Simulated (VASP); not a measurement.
# PbF₂, relaxation of the cell: which settings are enough?

PbF₂, Fm-3m (no. 225), 3 atoms in the cell. AM05; PAW potentials Pb_d, F (PBE set). VASP 6.6.1. The cell is changed on purpose: volume scaled by 1.06.

Wanted: cell volume within 0.2 %; lattice lengths within 0.1 %; shortest distances from each atom, periodic images included within 0.005 Å.

What the run is for: cell; Accuracy asked: standard.

The series start from Plane-wave cutoff (eV): 600; k-point mesh: 5 × 5 × 5; Relaxation passes: 2; Ionic threshold (EDIFFG): -0.005; Electronic threshold (eV): 1e-6; Precision mode (PREC): Accurate; Relaxation algorithm: IBRION=2 POTIM=0.5. Each series keeps the choices made before it, and each single choice may use up half of a tolerance. Times cover all steps of a run.

## Plane-wave cutoff (eV)

| Plane-wave cutoff (eV) | Cell volume (Å³) | Lattice lengths, largest deviation against the largest value | Shortest distances from each atom, periodic images included, largest deviation (Å) | Time (s) |
|---|---|---|---|---|
| 400 | 48.4 | 2.4 % | 0.0629 | 49 |
| 460 | 51.19 | 0.61 % | 0.0156 | 39 |
| 520 | 51.95 | 0.12 % | 0.0030 | 36 |
| 600 | 51.96 | 0.11 % | 0.0029 | 68 |
| 700 | 51.96 | 0.11 % | 0.0028 | 60 |
| 840 (reference) | 52.13 | 0 % | 0.0000 | 67 |

Chosen: 840; the next looser run is off by more than half of the tolerance, so convergence isn't shown beyond this value.

## k-point mesh

| k-point mesh | Cell volume (Å³) | Lattice lengths, largest deviation against the largest value | Shortest distances from each atom, periodic images included, largest deviation (Å) | Time (s) |
|---|---|---|---|---|
| 3 × 3 × 3 | 52.13 | 0.011 % | 0.0003 | 46 |
| 4 × 4 × 4 | 52.13 | 0.015 % | 0.0004 | 66 |
| 5 × 5 × 5 | 52.13 | 0.011 % | 0.0003 | 67 |
| 7 × 7 × 7 | 52.14 | 0.01 % | 0.0003 | 100 |
| 8 × 8 × 8 (reference) | 52.15 | 0 % | 0.0000 | 268 |

Chosen: 3 × 3 × 3, the loosest value from which every tighter one stays within half of the tolerance.

## Relaxation passes

| Relaxation passes | Cell volume (Å³) | Lattice lengths, largest deviation against the largest value | Shortest distances from each atom, periodic images included, largest deviation (Å) | Time (s) |
|---|---|---|---|---|
| 1 | 52.13 | 0 % | 0.0000 | 40 |
| 2 | 52.13 | 0 % | 0.0000 | 46 |
| 3 (reference) | 52.13 | 0 % | 0.0000 | 58 |

Chosen: 1.

## Ionic threshold (EDIFFG)

| Ionic threshold (EDIFFG) | Cell volume (Å³) | Lattice lengths, largest deviation against the largest value | Shortest distances from each atom, periodic images included, largest deviation (Å) | Time (s) |
|---|---|---|---|---|
| -0.05 | 52 | 0.088 % | 0.0022 | 38 |
| -0.02 | 52.13 | 0 % | 0.0000 | 47 |
| -0.01 | 52.13 | 0 % | 0.0000 | 40 |
| -0.005 | 52.13 | 0 % | 0.0000 | 40 |
| -0.002 (reference) | 52.13 | 0 % | 0.0000 | 39 |

Chosen: -0.02.

## Electronic threshold (eV)

| Electronic threshold (eV) | Cell volume (Å³) | Lattice lengths, largest deviation against the largest value | Shortest distances from each atom, periodic images included, largest deviation (Å) | Time (s) |
|---|---|---|---|---|
| 0.0001 | 52.1 | 0.025 % | 0.0006 | 24 |
| 1e-5 | 52.03 | 0.072 % | 0.0018 | 25 |
| 1e-6 | 52.13 | 0.0043 % | 0.0001 | 47 |
| 1e-7 (reference) | 52.14 | 0 % | 0.0000 | 43 |

Chosen: 1e-6.

## Precision mode (PREC)

| Precision mode (PREC) | Cell volume (Å³) | Lattice lengths, largest deviation against the largest value | Shortest distances from each atom, periodic images included, largest deviation (Å) | Time (s) |
|---|---|---|---|---|
| Normal | 52.14 | 0.0014 % | 0.0000 | 24 |
| Accurate (reference) | 52.13 | 0 % | 0.0000 | 47 |

Chosen: Normal.

## Relaxation algorithm

| Relaxation algorithm | Cell volume (Å³) | Lattice lengths, largest deviation against the largest value | Shortest distances from each atom, periodic images included, largest deviation (Å) | Time (s) |
|---|---|---|---|---|
| IBRION=2 POTIM=0.5 | 52.14 | 0 % | 0.0000 | 24 |
| IBRION=2 POTIM=0.2 | 52.22 | 0.053 % | 0.0014 | 23 |
| IBRION=1 POTIM=0.5 | 52.15 | 0.0064 % | 0.0002 | 23 |
| IBRION=1 POTIM=0.2 | 52.14 | 0.0043 % | 0.0001 | 25 |

Chosen: IBRION=2 POTIM=0.5; no other choice that stays within half of the tolerance saves 30 % of the time.

## All choices together

| Input | Cell volume (Å³) | Lattice lengths, largest deviation against the largest value | Shortest distances from each atom, periodic images included, largest deviation (Å) | Time (s) |
|---|---|---|---|---|
| the program's defaults (naive) | 48.37 | 2.5 % | 0.0633 | 16 |
| chosen settings | 52.14 | 0.0062 % | 0.0002 | 24 |
| reference settings throughout | 52.13 | 0 % | 0.0000 | 259 |

The chosen settings stay within the tolerance of the reference run, but the reference itself isn't shown to be converged in: Plane-wave cutoff (eV).

Values of the reference run: Lattice lengths: 4.193, 4.193, 4.193 Å.

## The input

INCAR.step1:
```
SYSTEM = PbF2
GGA = AM
ISMEAR = 0
SIGMA = 0.03
LWAVE = .FALSE.
LCHARG = .FALSE.
NSW = 80
PREC = Normal
LASPH = .TRUE.
LREAL = .FALSE.
ALGO = Normal
EDIFF = 1E-6
NELM = 120
GGA_COMPAT = .FALSE.
IBRION = 2
ISIF = 3
EDIFFG = -0.02
NELMIN = 4
ENCUT = 840
EFERMI = MIDGAP
POTIM = 0.5
```

INCAR.step2, as INCAR.step1 but for:
```
- NSW = 80
- IBRION = 2
- ISIF = 3
- EDIFFG = -0.02
- NELMIN = 4
- POTIM = 0.5
+ ISIF = 2
```

KPOINTS:
```
Automatic mesh
0
Gamma
  3 3 3
  0 0 0
```

POSCAR.step1:
```
PbF2
1.0
    0.0000000000      3.0217857373      3.0217857373
    3.0217857373      0.0000000000      3.0217857373
    3.0217857373      3.0217857373      0.0000000000
Pb F
1 2
Direct
    0.0000000000      0.0000000000      0.0000000000
    0.7500000000      0.7500000000      0.7500000000
    0.2500000000      0.2500000000      0.2500000000
```

Commands (each step's output is kept before the next begins):
```
cat potpaw_PBE.64/Pb_d/POTCAR potpaw_PBE.64/F/POTCAR > POTCAR
cp INCAR.step1 INCAR
cp POSCAR.step1 POSCAR
mpirun -np 1 vasp_std > vasp.out
cp CONTCAR POSCAR
cp INCAR.step2 INCAR
mpirun -np 1 vasp_std > vasp.out
```

The chosen input took VASP 6.6.1 24 s on 1 core (AMD EPYC 9R45 (Zen 5)), a shared host.
